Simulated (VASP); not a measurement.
# MoS2 (R3m) in VASP: notebook

One crystal, MoS2, is run at these levels: PBE; tasks: single point.

Everything below comes from runs of VASP 6.6.1. Logs are shortened: lines on timing, memory, paths and dates and some standing lists are left out, and cuts for length are marked.

## Step 1: The structure

The structure is trigonal, space group R3m (No. 160). The conventional cell has a = 3.160 Å, b = 3.160 Å, c = 18.450 Å, α = 90.00°, β = 90.00°, γ = 120.00°. Mo (site symmetry 3m) is surrounded by 6 S at 2.39 Å. S (site symmetry 3m) has 3 Mo at 2.39 Å as nearest neighbours. Around S (site symmetry 3m) lie 3 Mo at 2.39 Å.

Measurements of this composition are mostly on another form, of space group No. 194.

## Step 2: Single point, PBE

Contents of INCAR:

```
PREC     = Accurate       # precision mode
ENCUT    = 500            # plane-wave cutoff, eV
EDIFF    = 1E-7           # SCF threshold, eV
ISMEAR   = 0              # smearing method
SIGMA    = 0.05           # smearing width, eV
LREAL    = F              # projectors in reciprocal space
LASPH    = T              # aspherical terms in the spheres
NELM     = 100            # most SCF steps
ALGO     = Normal         # electronic algorithm
ISIF     = 2              # what is computed and relaxed
LWAVE    = F              # write WAVECAR
LCHARG   = F              # write CHGCAR
GGA      = PE             # functional
ADDGRID  = F
```

Contents of KPOINTS:

```
Automatic mesh
0
Gamma
  9 9 9
```

Contents of POSCAR:

```
MoS2
1.0
    1.5800000000      0.9122134253      6.1500000000
   -1.5800000000      0.9122134253      6.1500000000
    0.0000000000     -1.8244268506      6.1500000000
Mo S
1 2
Direct
    0.0000000000      0.0000000000      0.0000000000
    0.4170000000      0.4170000000      0.4170000000
    0.2500000000      0.2500000000      0.2500000000
```

Potentials or basis: VASP PAW PBE potentials, release 64 (Mo_sv, S).

Command:

```sh
> cat potpaw_PBE.64/Mo_sv/POTCAR potpaw_PBE.64/S/POTCAR > POTCAR
> mpirun -np 1 vasp_std > vasp.out
```

OUTCAR:

```text
PREC = Accurate
   ENCUT = 500
   EDIFF = 1E-7
   ISMEAR = 0
   LREAL = F
   LASPH = T
   NELM = 100
   ISIF = 2
   GGA = PE

 Found     85 irreducible k-points:

 Following reciprocal coordinates:
            Coordinates               Weight
  0.000000  0.000000  0.000000      1.000000
  0.111111  0.000000 -0.000000      6.000000
  0.222222 -0.000000 -0.000000      6.000000
  0.333333  0.000000 -0.000000      6.000000
  0.444444 -0.000000 -0.000000      6.000000
  0.111111  0.111111 -0.000000      6.000000
   k-points           NKPTS =     85   k-points in BZ     NKDIM =     85   number of bands    NBANDS=     17
   number of dos      NEDOS =    301   number of ions     NIONS =      3
   total plane-waves  NPLWV = 110592
   dimension x,y,z NGX =    48 NGY =   48 NGZ =   48
   dimension x,y,z NGXF=    96 NGYF=   96 NGZF=   96
   ions per type =               1   2
   NGX,Y,Z   is equivalent  to a cutoff of  12.44, 12.44, 12.44 a.u.
   NGXF,Y,Z  is equivalent  to a cutoff of  24.88, 24.88, 24.88 a.u.
 SYSTEM =  unknown system
   PREC   = accura    normal or accurate (medium, high low for compatibility)
   ISTART =      0    job   : 0-new  1-cont  2-samecut
   ICHARG =      2    charge: 1-file 2-atom 10-const
   ISPIN  =      1    spin polarized calculation?
   LNONCOLLINEAR =      F non collinear calculations
   LSORBIT =      F    spin-orbit coupling
   LASPH  =      T    aspherical Exc in radial PAW
   ENCUT  =  500.0 eV  36.75 Ry    6.06 a.u.  11.70 11.70 11.70*2*pi/ulx,y,z
   NELM   =    100;   NELMIN=  2; NELMDL= -5     # of ELM steps
   EDIFF  = 0.1E-06   stopping-criterion for ELM
   LREAL  =      F    real-space projection
   EDIFFG = 0.1E-05   stopping-criterion for IOM
   NSW    =      0    number of steps for IOM
   IBRION =     -1    ionic relax: 0-MD 1-quasi-New 2-CG
   NFREE  =      0    steps in history (QN), initial steepest desc. (CG)
   ISIF   =      2    stress and relaxation
   ISYM   =      2    0-nonsym 1-usesym 2-fastsym
   POTIM  = 0.5000    time-step for ionic-motion
   TEBEG  =    0.0;   TEEND  =   0.0 temperature during run
   PSTRESS=    0.0 pullay stress
   NELECT =      26.0000    total number of electrons
   NUPDOWN=      -1.0000    fix difference up-down
   EMIN   =  10.00;   EMAX   =-10.00  energy-range for DOS
   EFERMI =   0.00;   METHOD = LEGACY
   ISMEAR =     0;   SIGMA  =   0.05  broadening in eV -4-tet -1-fermi 0-gaus
   EFERMI_NEDOS =   21; number of points for ismear=-14 and -15
   IALGO  =     38    algorithm
   IMIX   =      4    mixing-type and parameters
     AMIX     =   0.40;   BMIX     =  1.00
     AMIX_MAG =   1.60;   BMIX_MAG =  1.00
  volume/ion in A,a.u.               =      17.73       119.63
  Fermi-wavevector in a.u.,A,eV,Ry     =   1.289652  2.437089 22.629252  1.663203
  Thomas-Fermi vector in A             =   2.421532
   LORBIT       =      0    0 simple, 1 ext, 2 COOP (PROOUT), +10 PAW based schemes
   GGA     = PE    functional components
   LHFCALC =     F    Hartree Fock is set to
   AEXX    =    0.0000 exact exchange contribution
   IVDW    =     0    specifies the selected vdW correction
   LEPSILON=     F    determine dielectric tensor
   LRPA    =     F    only Hartree local field effects (RPA)
 non-spin polarized calculation
 Gauss-broadening in eV      SIGMA  =   0.05
  energy-cutoff  :      500.00
  volume of cell :       53.18
 maximum number of plane-waves:      1364
   NGX = 23   NGY = 23   NGZ = 23

 number of electron      25.9999998 magnetization

 Free energy of the ion-electron system (eV)
  ---------------------------------------------------
  ext. energy  EPLUGINS =         0.00000000
  ---------------------------------------------------
  free energy    TOTEN  =       -21.78933123 eV

  energy without entropy =      -21.78933123  energy(sigma->0) =      -21.78933123

 E-fermi :   8.0224     XC(G=0): -10.8260

 val. band max:        7.6426260859   @ k =   0.4444   0.4444   0.4444
 cond. band min:       8.5965725503   @ k =  -0.2222   0.4444   0.1111
 fundamental gap:      0.9539464644
 Fermi energy:         8.0224007701

 k-point     1 :       0.0000    0.0000    0.0000
  band No.  band energies     occupation
      1     -53.9094      2.00000
      2     -28.0753      2.00000
      3     -27.8478      2.00000
      4     -27.8478      2.00000
      5      -7.4610      2.00000
      6      -5.7412      2.00000
[... 9 lines left out ...]
     16      10.1034      0.00000
     17      10.1034      0.00000

 k-point     2 :       0.1111    0.0000   -0.0000
  band No.  band energies     occupation
      1     -53.9045      2.00000
      2     -28.0657      2.00000
      3     -27.8966      2.00000
      4     -27.8588      2.00000
      5      -7.2698      2.00000
      6      -5.6838      2.00000
[... 9 lines left out ...]
     16       9.8866      0.00000
     17      10.0137      0.00000

 k-point     3 :       0.2222   -0.0000   -0.0000
  band No.  band energies     occupation
      1     -53.8922      2.00000
      2     -28.0412      2.00000
      3     -28.0185      2.00000
      4     -27.8867      2.00000
      5      -6.7480      2.00000
      6      -5.5271      2.00000
[... 9 lines left out ...]
     16      10.0785      0.00000
     17      10.5748      0.00000

 k-point     4 :       0.3333    0.0000   -0.0000
  band No.  band energies     occupation
      1     -53.8781      2.00000
      2     -28.1544      2.00000
      3     -28.0132      2.00000
      4     -27.9182      2.00000
      5      -6.0610      2.00000
      6      -5.3259      2.00000
[... 9 lines left out ...]
     16      10.7614      0.00000
     17      10.9805      0.00000

 k-point     5 :       0.4444   -0.0000   -0.0000
  band No.  band energies     occupation
      1     -53.8689      2.00000
      2     -28.2416      2.00000
      3     -27.9948      2.00000
      4     -27.9386      2.00000
      5      -5.5229      2.00000
      6      -5.1816      2.00000
[... 9 lines left out ...]
     16      11.1096      0.00000
     17      11.1426      0.00000

 k-point     6 :       0.1111    0.1111   -0.0000
  band No.  band energies     occupation
      1     -53.9045      2.00000
      2     -28.0657      2.00000
      3     -27.8966      2.00000
      4     -27.8588      2.00000
      5      -7.2621      2.00000
      6      -5.6980      2.00000
[... 9 lines left out ...]
     16       9.8305      0.00000
     17      10.0479      0.00000

 [... further k-points ...]

------------------------ aborting loop because EDIFF is reached ----------------------------------------

  FORCE on cell =-STRESS in cart. coord.  units (eV):
  Direction    XX          YY          ZZ          XY          YZ          ZX
  --------------------------------------------------------------------------------------
  -------------------------------------------------------------------------------------
  Total        1.4690731      1.4690731      2.2493004      0.0000000      0.0000000      0.0000000
  in kB       44.2561966     44.2561966     67.7607379      0.0000000      0.0000000      0.0000000
  external PRESSURE =      52.0910437 kB  Pullay stress =       0.0000000 kB

 VOLUME and BASIS-vectors are now :
 -----------------------------------------------------------------------------
  energy-cutoff  :      500.00
  volume of cell :       53.18
      direct lattice vectors                 reciprocal lattice vectors
     1.580000000  0.912213425  6.150000000     0.316455696  0.182705781  0.054200542
    -1.580000000  0.912213425  6.150000000    -0.316455696  0.182705781  0.054200542
     0.000000000 -1.824426851  6.150000000     0.000000000 -0.365411563  0.054200542

 POSITION                                       TOTAL-FORCE (eV/Angst)
 -----------------------------------------------------------------------------------
      0.00000      0.00000      0.00000         0.000000      0.000000      0.086603
      0.00000      0.00000      7.69365         0.000000     -0.000000      0.420427
      0.00000      0.00000      4.61250         0.000000      0.000000     -0.507030
 -----------------------------------------------------------------------------------
    total drift:                                0.000000     -0.000000      0.000055

  FREE ENERGIE OF THE ION-ELECTRON SYSTEM (eV)
  ---------------------------------------------------
  free  energy   TOTEN  =       -21.7893312346 eV

  energy  without entropy=      -21.7893312346  energy(sigma->0) =      -21.78933123
```

It took 2.5 min on 1 thread of Intel Xeon Platinum 8488C (Sapphire Rapids), shared host; peak memory 0.34 GiB.

The run converged, but some of its settings lie outside the range that counts as converged, so its numbers aren't taken as properties of the crystal.

Results:

```yaml
Free_energy: -21.7893 eV
Pressure: 5.2 GPa
Largest_force: 0.507 eV/Å
Band_gap_on_the_k_mesh: 0.95 eV, indirect (least direct gap 1.71 eV)
```

Caveat: an odd mesh through Γ misses points on the zone boundary, where band edges often lie.

## Step 3: Single point, PBE

INCAR: that of step 2 with these lines changed.

```diff
@@ -1,3 +1,3 @@
 PREC     = Accurate       # precision mode
-ENCUT    = 500            # plane-wave cutoff, eV
+ENCUT    = 600            # plane-wave cutoff, eV
 EDIFF    = 1E-7           # SCF threshold, eV
```

KPOINTS is that of step 2.

POSCAR is that of step 2.

Potentials or basis: VASP PAW PBE potentials, release 64 (Mo_sv, S).

Command:

```sh
> cat potpaw_PBE.64/Mo_sv/POTCAR potpaw_PBE.64/S/POTCAR > POTCAR
> mpirun -np 1 vasp_std > vasp.out
```

Wall time 5.5 min (1 thread of Intel Xeon Platinum 8488C (Sapphire Rapids), shared host); peak memory 0.43 GiB.

The run converged, but some of its settings lie outside the range that counts as converged, so its numbers aren't taken as properties of the crystal.

What came out:

| Quantity | Value |
| --- | --- |
| Free energy | -21.7903 eV |
| Pressure | 5.2 GPa |
| Largest force | 0.506 eV/Å |
| Band gap on the k mesh | 0.95 eV, indirect (least direct gap 1.71 eV) |

Caveat: an odd mesh through Γ misses points on the zone boundary, where band edges often lie.

## Step 4: Single point, PBE

INCAR: that of step 3 with these lines changed.

```diff
@@ -1,3 +1,3 @@
 PREC     = Accurate       # precision mode
-ENCUT    = 600            # plane-wave cutoff, eV
+ENCUT    = 500            # plane-wave cutoff, eV
 EDIFF    = 1E-7           # SCF threshold, eV
```

Contents of KPOINTS:

```
Automatic mesh
0
Gamma
  10 10 10
```

POSCAR is that of step 3.

Command:

```sh
> cat potpaw_PBE.64/Mo_sv/POTCAR potpaw_PBE.64/S/POTCAR > POTCAR
> mpirun -np 1 vasp_std > vasp.out
```

Wall time 3.8 min (1 thread of Intel Xeon Platinum 8488C (Sapphire Rapids), shared host); peak memory 0.36 GiB.

The run converged, but some of its settings lie outside the range that counts as converged, so its numbers aren't taken as properties of the crystal.

Results:

```yaml
Free_energy: -21.7895 eV
Pressure: 5.2 GPa
Largest_force: 0.506 eV/Å
Band_gap_on_the_k_mesh: 0.97 eV, indirect (least direct gap 1.96 eV)
```

## Step 5: For comparison

An earlier run on the cell as given: functional PBE; potentials or basis VASP PAW PBE potentials, release 64 (Mo_sv, S); cutoff 520 eV; k mesh 10 × 10 × 10; occupations fermi-dirac, width 0.05 eV; no spin polarisation.

- Pressure: 5.2 GPa
- Largest force: 0.506 eV/Å
- Band gap on the k mesh: 0.97 eV, indirect (least direct gap 1.96 eV)
